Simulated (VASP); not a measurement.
# Pd (Fm-3m) in VASP: further runs

The runs below take Pd through relaxation of cell and atoms, electrostatic potential, with PBEsol+D4.

Program: VASP 6.6.1. These are calculated values, not measurements. Logs are shortened: lines on timing, memory, paths and dates and some standing lists are left out, and cuts for length are marked.

### 1 Starting point

Symmetry: Fm-3m, No. 225, cubic system. The conventional cell has a = 3.880 Å, b = 3.880 Å, c = 3.880 Å, α = 90.00°, β = 90.00°, γ = 90.00°. Pd (site symmetry m-3m) has 12 Pd at 2.74 Å as nearest neighbours.

The cell was built by a generator and needn't be a form met in nature.

### 2 Relaxation of cell and atoms, PBEsol+D4

INCAR

```
ALGO = Normal
EDIFF = 1E-6
EDIFFG = -0.005
ENCUT = 600
GGA = PS
IBRION = 2
ISIF = 3
ISMEAR = 1
IVDW = 13
LASPH = T
LCHARG = F
LREAL = F
LWAVE = F
NELM = 120
NSW = 40
PREC = Accurate
SIGMA = 0.1
```

KPOINTS

```
k-points
0
Gamma
  18 18 18
```

POSCAR

```
Pd
1.0
    0.0000000000      1.9400000000      1.9400000000
    1.9400000000      0.0000000000      1.9400000000
    1.9400000000      1.9400000000      0.0000000000
Pd
1
Direct
    0.0000000000      0.0000000000      0.0000000000
```

Potentials or basis: VASP PAW PBE potentials, release 64 (Pd).

Run with:

```console
$ cat potpaw_PBE.64/Pd/POTCAR > POTCAR
$ mpirun -np 1 vasp_std > vasp.out
```

OUTCAR:

```text
EDIFF = 1E-6
   EDIFFG = -0.005
   ENCUT = 600
   GGA = PS
   IBRION = 2
   ISIF = 3
   ISMEAR = 1
   IVDW = 13
   LASPH = T
   LREAL = F
   NELM = 120
   NSW = 40
   PREC = Accurate

 ion  position               nearest neighbor table
   1  0.000  0.000  0.000-

  LATTYP: Found a face centered cubic cell.
 ALAT       =     3.8800000000

  Lattice vectors:

 A1 = (   0.0000000000,   1.9400000000,   1.9400000000)
 A2 = (   1.9400000000,   0.0000000000,   1.9400000000)
 A3 = (   1.9400000000,   1.9400000000,   0.0000000000)

Analysis of symmetry for initial positions (statically):
=====================================================================
 Subroutine PRICEL returns:
 Original cell was already a primitive cell.

 Routine SETGRP: Setting up the symmetry group for a
 face centered cubic supercell.

 Subroutine GETGRP returns: Found 48 space group operations
 (whereof 48 operations were pure point group operations)
 out of a pool of 48 trial point group operations.

The static configuration has the point symmetry O_h .

Analysis of symmetry for dynamics (positions and initial velocities):
=====================================================================
 Subroutine PRICEL returns:
 Original cell was already a primitive cell.

 Routine SETGRP: Setting up the symmetry group for a
 face centered cubic supercell.

 Subroutine GETGRP returns: Found 48 space group operations
 (whereof 48 operations were pure point group operations)
 out of a pool of 48 trial point group operations.

The dynamic configuration has the point symmetry O_h .

 Subroutine INISYM returns: Found 48 space group operations
 (whereof 48 operations are pure point group operations),
 and found     1 'primitive' translations

----------------------------------------------------------------------------------------

                                     Primitive cell

  volume of cell :      14.6028

  direct lattice vectors                    reciprocal lattice vectors
     0.000000000  1.940000000  1.940000000    -0.257731959  0.257731959  0.257731959
     1.940000000  0.000000000  1.940000000     0.257731959 -0.257731959  0.257731959
     1.940000000  1.940000000  0.000000000     0.257731959  0.257731959 -0.257731959

  length of vectors
     2.743574311  2.743574311  2.743574311     0.446404847  0.446404847  0.446404847

  position of ions in fractional coordinates (direct lattice)
     0.000000000  0.000000000  0.000000000

  ion indices of the primitive-cell ions
   primitive index   ion index
                 1           1

[... 62 lines left out ...]
   PREC   = accura    normal or accurate (medium, high low for compatibility)
   ISTART =      0    job   : 0-new  1-cont  2-samecut
   ICHARG =      2    charge: 1-file 2-atom 10-const
   ISPIN  =      1    spin polarized calculation?
   LNONCOLLINEAR =      F non collinear calculations
   LSORBIT =      F    spin-orbit coupling
   LASPH  =      T    aspherical Exc in radial PAW
   ENCUT  =  600.0 eV  44.10 Ry    6.64 a.u.   5.48  5.48  5.48*2*pi/ulx,y,z
   NELM   =    120;   NELMIN=  2; NELMDL= -5     # of ELM steps
   EDIFF  = 0.1E-05   stopping-criterion for ELM
   LREAL  =      F    real-space projection
   EDIFFG = -.5E-02   stopping-criterion for IOM
   NSW    =     40    number of steps for IOM
   IBRION =      2    ionic relax: 0-MD 1-quasi-New 2-CG
   NFREE  =      1    steps in history (QN), initial steepest desc. (CG)
   ISIF   =      3    stress and relaxation
   ISYM   =      2    0-nonsym 1-usesym 2-fastsym
   POTIM  = 0.5000    time-step for ionic-motion
   TEBEG  =    0.0;   TEEND  =   0.0 temperature during run
   PSTRESS=    0.0 pullay stress
   NELECT =      10.0000    total number of electrons
   NUPDOWN=      -1.0000    fix difference up-down
   EMIN   =  10.00;   EMAX   =-10.00  energy-range for DOS
   EFERMI =   0.00;   METHOD = LEGACY
   ISMEAR =     1;   SIGMA  =   0.10  broadening in eV -4-tet -1-fermi 0-gaus
   EFERMI_NEDOS =   21; number of points for ismear=-14 and -15
   IALGO  =     38    algorithm
   IMIX   =      4    mixing-type and parameters
     AMIX     =   0.40;   BMIX     =  1.00
     AMIX_MAG =   1.60;   BMIX_MAG =  1.00
  volume/ion in A,a.u.               =      14.60        98.54
  Fermi-wavevector in a.u.,A,eV,Ry     =   1.442989  2.726854 28.330296  2.082218
  Thomas-Fermi vector in A             =   2.561447
   LORBIT       =      0    0 simple, 1 ext, 2 COOP (PROOUT), +10 PAW based schemes
   GGA     = PS    functional components
   LHFCALC =     F    Hartree Fock is set to
   AEXX    =    0.0000 exact exchange contribution
   IVDW    =    13    specifies the selected vdW correction
   LEPSILON=     F    determine dielectric tensor
   LRPA    =     F    only Hartree local field effects (RPA)
 conjugate gradient relaxation of ions
 non-spin polarized calculation
 Methfessel and Paxton  Order N= 1 SIGMA  =   0.10
  energy-cutoff  :      600.00
  volume of cell :       14.60
 maximum number of plane-waves:       531
 NGX is ok and might be reduce to    24
   NGX = 11   NGY = 11   NGZ = 11

--------------------------------------- Ionic step        1  -------------------------------------------

 number of electron      10.0000000 magnetization

 Free energy of the ion-electron system (eV)
  ---------------------------------------------------
  ext. energy  EPLUGINS =         0.00000000
  ---------------------------------------------------
  free energy    TOTEN  =        -5.96382620 eV

  energy without entropy =       -5.96275687  energy(sigma->0) =       -5.96346976

 E-fermi :   9.7869     XC(G=0): -13.4425

 val. band max:        9.7780546328   @ k =   0.5000   0.0556   0.0000
 cond. band min:       9.7906217432   @ k =   0.5000   0.4444   0.0000
 fundamental gap:      0.0125671104
 Fermi energy:         9.7869355185

 k-point     1 :       0.0000    0.0000    0.0000
  band No.  band energies     occupation
      1       2.4726      2.00000
      2       6.8887      2.00000
      3       6.8887      2.00000
      4       6.8887      2.00000
      5       8.5498      2.00000
      6       8.5498      2.00000
      7      26.9215      0.00000
      8      31.7504      0.00000
      9      31.7504      0.00000
[... 353 lines left out ...]
--------------------------------------- Ionic step        3  -------------------------------------------

 number of electron      10.0000001 magnetization

 Free energy of the ion-electron system (eV)
  ---------------------------------------------------
  ext. energy  EPLUGINS =         0.00000000
  ---------------------------------------------------
  free energy    TOTEN  =        -5.96232477 eV

  energy without entropy =       -5.96127989  energy(sigma->0) =       -5.96197648

 E-fermi :  10.1381     XC(G=0): -13.5685

 val. band max:       10.1298696722   @ k =   0.5000   0.0556   0.0000
 cond. band min:      10.1394333953   @ k =   0.5000   0.4444   0.0000
 fundamental gap:      0.0095637232
 Fermi energy:        10.1380769605

 k-point     1 :       0.0000    0.0000    0.0000
  band No.  band energies     occupation
      1       2.6618      2.00000
      2       7.1430      2.00000
      3       7.1430      2.00000
      4       7.1430      2.00000
      5       8.8594      2.00000
      6       8.8594      2.00000
      7      27.2756      0.00000
      8      32.2209      0.00000
      9      32.2209      0.00000
[... 308 lines left out ...]
  FREE ENERGIE OF THE ION-ELECTRON SYSTEM (eV)
  ---------------------------------------------------
  free  energy   TOTEN  =        -6.2568043906 eV

  energy  without entropy=       -6.2557595126  energy(sigma->0) =       -6.25645610

 reached required accuracy - stopping structural energy minimisation
```

OSZICAR:

```text
N       E                     dE             d eps       ncg     rms          rms(c)
DAV:   1     0.429388666214E+02    0.42939E+02   -0.58315E+03  3526   0.118E+03
DAV:   2    -0.595528229004E+01   -0.48894E+02   -0.47571E+02  3735   0.208E+02
[... 20 lines left out ...]
DAV:   1    -0.611312684046E+01   -0.17310E+00   -0.30762E+00  3558   0.202E+01    0.261E+00
DAV:   2    -0.596354594987E+01    0.14958E+00   -0.72234E-01  3541   0.785E+00    0.798E-01
DAV:   3    -0.596225796955E+01    0.12880E-02   -0.61163E-03  4084   0.614E-01    0.468E-01
DAV:   4    -0.596230007765E+01   -0.42108E-04   -0.16200E-03  3920   0.355E-01    0.299E-02
DAV:   5    -0.596232305598E+01   -0.22978E-04   -0.31667E-05  4475   0.369E-02    0.148E-02
DAV:   6    -0.596232483350E+01   -0.17775E-05   -0.10173E-06  3421   0.115E-02    0.108E-03
DAV:   7    -0.596232477171E+01    0.61788E-07   -0.70309E-09  1801   0.953E-04
   3 F= -.62568044E+01 E0= -.62564561E+01  d E =-.392612E-02
```

CONTCAR:

```text
Pd
   1.00000000000000
    -0.0000000000000000    1.9270094512504210    1.9270094512504210
     1.9270094512504210    0.0000000000000000    1.9270094512504210
     1.9270094512504210    1.9270094512504210    0.0000000000000000
  Pd
     1
Direct
     0.0000000000000000    0.0000000000000000    0.0000000000000000

  0.00000000E+00  0.00000000E+00  0.00000000E+00
```

Wall time 27 s (1 thread of Intel Xeon Platinum 8488C (Sapphire Rapids), shared host); peak memory 0.17 GiB.

Results:

* Free energy: -6.2568 eV
* Relaxed volume: 14.31 Å³/atom
* Relaxed cell: a = 2.725 Å, b = 2.725 Å, c = 2.725 Å, α = 60.00°, β = 60.00°, γ = 60.00°
* Space group after relaxing (to 0.05 Å): Fm-3m (No. 225)
* Energy gained by relaxing: 3.9 meV/atom
* Ionic steps: 3
* Pressure after relaxing: 0.0 GPa
* Band gap on the k mesh: none (metal or under the smearing width)
* Dispersion energy per atom: -0.294 eV

Step by step:
```csv
step,energy change (eV),largest force (eV/Å),pressure (GPa),volume (Å³)
1,0.0000,0.0000,-4.18,14.60
2,0.0086,0.0000,8.45,13.81
3,-0.0039,0.0000,-0.04,14.31
```

Final structure:
```
Pd
1.0
     0.00000    1.92701    1.92701
     1.92701    0.00000    1.92701
     1.92701    1.92701    0.00000
Pd
1
Direct
  0.00000 0.00000 0.00000
```

Levels at points of the mesh, in eV from the Fermi level:
| k point | band 3 | band 4 | band 5 | band 6 | band 7 | band 8 |
| --- | --- | --- | --- | --- | --- | --- |
| (0.00, 0.00, 0.00) | -3.00 | -3.00 | -1.28 | -1.28 | 17.14 | 22.08 |
| (0.50, 0.00, 0.00) | -3.04 | -0.01 | -0.01 | 0.86 | 7.51 | 16.50 |
| (0.50, 0.50, 0.00) | -0.04 | 0.32 | 0.32 | 3.25 | 11.04 | 13.28 |

Caveat: the PAW data sets were made with another functional, which shifts forces and pressure a little; pairwise dispersion overbinds metals, which lowers pressure and volume.

### 3 Electrostatic potential, PBEsol+D4

This run uses another cell than the first one, of 14.31 Å³/atom, 0.980 times its volume.

INCAR

```
SYSTEM = Pd
ALGO = Normal
EDIFF = 1E-6
ENCUT = 520
GGA = PS
ISIF = 2
ISMEAR = 1
IVDW = 13
LASPH = .True.
LCHARG = .True.
LREAL = .False.
LVHAR = .True.
LWAVE = .False.
NELM = 60
PREC = Accurate
SIGMA = 0.1
```

KPOINTS

```
k-points
0
Gamma
  18 18 18
  0 0 0
```

POSCAR

```
Pd                                      
1.0
   -0.0000000000      1.9270094513      1.9270094513
    1.9270094513      0.0000000000      1.9270094513
    1.9270094513      1.9270094513      0.0000000000
  Pd            
     1
Direct
     0.0000000000000000    0.0000000000000000    0.0000000000000000
```

Potentials or basis: VASP PAW PBE potentials, release 64 (Pd).

Run with:

```console
$ cat potpaw_PBE.64/Pd/POTCAR > POTCAR
$ mpirun -np 1 vasp_std > vasp.out
```

OUTCAR:

```text
SYSTEM = Pd
   EDIFF = 1E-6
   ENCUT = 520
   GGA = PS
   ISIF = 2
   ISMEAR = 1
   IVDW = 13
   LASPH = .True.
   LREAL = .False.
   NELM = 60
   PREC = Accurate

 ion  position               nearest neighbor table
   1  0.000  0.000  0.000-

  LATTYP: Found a face centered cubic cell.
 ALAT       =     3.8540189026

  Lattice vectors:

 A1 = (   0.0000000000,   1.9270094513,   1.9270094513)
 A2 = (   1.9270094513,   0.0000000000,   1.9270094513)
 A3 = (   1.9270094513,   1.9270094513,   0.0000000000)

Analysis of symmetry for initial positions (statically):
=====================================================================
 Subroutine PRICEL returns:
 Original cell was already a primitive cell.

 Routine SETGRP: Setting up the symmetry group for a
 face centered cubic supercell.

 Subroutine GETGRP returns: Found 48 space group operations
 (whereof 48 operations were pure point group operations)
 out of a pool of 48 trial point group operations.

The static configuration has the point symmetry O_h .

Analysis of symmetry for dynamics (positions and initial velocities):
=====================================================================
 Subroutine PRICEL returns:
 Original cell was already a primitive cell.

 Routine SETGRP: Setting up the symmetry group for a
 face centered cubic supercell.

 Subroutine GETGRP returns: Found 48 space group operations
 (whereof 48 operations were pure point group operations)
 out of a pool of 48 trial point group operations.

The dynamic configuration has the point symmetry O_h .

 Subroutine INISYM returns: Found 48 space group operations
 (whereof 48 operations are pure point group operations),
 and found     1 'primitive' translations

----------------------------------------------------------------------------------------

                                     Primitive cell

  volume of cell :      14.3114

  direct lattice vectors                    reciprocal lattice vectors
     0.000000000  1.927009451  1.927009451    -0.259469407  0.259469407  0.259469407
     1.927009451  0.000000000  1.927009451     0.259469407 -0.259469407  0.259469407
     1.927009451  1.927009451  0.000000000     0.259469407  0.259469407 -0.259469407
[... 111 lines left out ...]
   LEPSILON=     F    determine dielectric tensor
   LRPA    =     F    only Hartree local field effects (RPA)
 non-spin polarized calculation
 Methfessel and Paxton  Order N= 1 SIGMA  =   0.10
  energy-cutoff  :      520.00
  volume of cell :       14.31
 maximum number of plane-waves:       397
   NGX = 11   NGY = 11   NGZ = 11

 number of electron      10.0000004 magnetization

 Free energy of the ion-electron system (eV)
  ---------------------------------------------------
  ext. energy  EPLUGINS =         0.00000000
  ---------------------------------------------------
  free energy    TOTEN  =        -5.96172866 eV

  energy without entropy =       -5.96068381  energy(sigma->0) =       -5.96138038

 E-fermi :  10.1384     XC(G=0): -13.5688

 val. band max:       10.1301317012   @ k =   0.5000   0.0556   0.0000
 cond. band min:      10.1396623318   @ k =   0.5000   0.4444   0.0000
 fundamental gap:      0.0095306306
 Fermi energy:        10.1383511763

 k-point     1 :       0.0000    0.0000    0.0000
  band No.  band energies     occupation
      1       2.6616      2.00000
      2       7.1435      2.00000
      3       7.1435      2.00000
      4       7.1435      2.00000
      5       8.8598      2.00000
      6       8.8598      2.00000
      7      27.2755      0.00000
      8      32.2208      0.00000
      9      32.2208      0.00000
[... 265 lines left out ...]
 k-point    24 :      -0.2222    0.0556    0.0000
  band No.  band energies     occupation
      1       4.4178      2.00000
      2       6.8949      2.00000
      3       7.4853      2.00000
      4       7.5231      2.00000
      5       8.7250      2.00000
      6       9.2803      2.00000
      7      25.2539      0.00000
      8      28.4278      0.00000
      9      32.6336      0.00000

 [... further k-points ...]

------------------------ aborting loop because EDIFF is reached ----------------------------------------

  DFT-D4 for vdW energy calculation

  Edisp (eV):   -0.29448

  FORCE on cell =-STRESS in cart. coord.  units (eV):
  Direction    XX          YY          ZZ          XY          YZ          ZX
  --------------------------------------------------------------------------------------
  -------------------------------------------------------------------------------------
  Total      -0.00123    -0.00123    -0.00123     0.00000     0.00000     0.00000
  in kB      -0.13748    -0.13748    -0.13748     0.00000     0.00000     0.00000
  external pressure =       -0.14 kB  Pullay stress =        0.00 kB

 VOLUME and BASIS-vectors are now :
 -----------------------------------------------------------------------------
  energy-cutoff  :      520.00
  volume of cell :       14.31
      direct lattice vectors                 reciprocal lattice vectors
     0.000000000  1.927009451  1.927009451    -0.259469407  0.259469407  0.259469407
     1.927009451  0.000000000  1.927009451     0.259469407 -0.259469407  0.259469407
     1.927009451  1.927009451  0.000000000     0.259469407  0.259469407 -0.259469407

 POSITION                                       TOTAL-FORCE (eV/Angst)
 -----------------------------------------------------------------------------------
      0.00000      0.00000      0.00000         0.000000     -0.000000      0.000000
 -----------------------------------------------------------------------------------
    total drift:                                0.000000     -0.000000     -0.000000

  FREE ENERGIE OF THE ION-ELECTRON SYSTEM (eV)
  ---------------------------------------------------
  free  energy   TOTEN  =        -6.2562082815 eV

  energy  without entropy=       -6.2551634242  energy(sigma->0) =       -6.25586000
```

OSZICAR:

```text
N       E                     dE             d eps       ncg     rms          rms(c)
DAV:   1     0.390293952058E+02    0.39029E+02   -0.53666E+03  3510   0.105E+03
DAV:   2    -0.597640661303E+01   -0.45006E+02   -0.43739E+02  3808   0.198E+02
DAV:   3    -0.635037174506E+01   -0.37397E+00   -0.37201E+00  4017   0.210E+01
DAV:   4    -0.635225973568E+01   -0.18880E-02   -0.18878E-02  4110   0.139E+00
DAV:   5    -0.635227945244E+01   -0.19717E-04   -0.19718E-04  4071   0.121E-01    0.906E+00
DAV:   6    -0.598218386982E+01    0.37010E+00   -0.16516E+00  3592   0.122E+01    0.405E+00
DAV:   7    -0.596675588764E+01    0.15428E-01   -0.18783E-02  4047   0.122E+00    0.208E+00
DAV:   8    -0.596173362618E+01    0.50223E-02   -0.14625E-03  3860   0.368E-01    0.110E-01
DAV:   9    -0.596172447635E+01    0.91498E-05   -0.12424E-05  4795   0.392E-02    0.110E-02
DAV:  10    -0.596172890858E+01   -0.44322E-05   -0.14242E-06  3899   0.112E-02    0.420E-03
DAV:  11    -0.596172866263E+01    0.24595E-06   -0.15839E-08  1923   0.112E-03
   1 F= -.62562083E+01 E0= -.62558600E+01  d E =-.104486E-02
```

It took 11 s on 1 thread of Intel Xeon Platinum 8488C (Sapphire Rapids), shared host; peak memory 0.14 GiB.

Results:

- Free energy: -6.2562 eV
- Pressure: 0.0 GPa
- Band gap on the k mesh: none (metal or under the smearing width)
- Dispersion energy per atom: -0.294 eV

Caveat: the PAW data sets were made with another functional, which shifts forces and pressure a little; pairwise dispersion overbinds metals, which lowers pressure and volume.
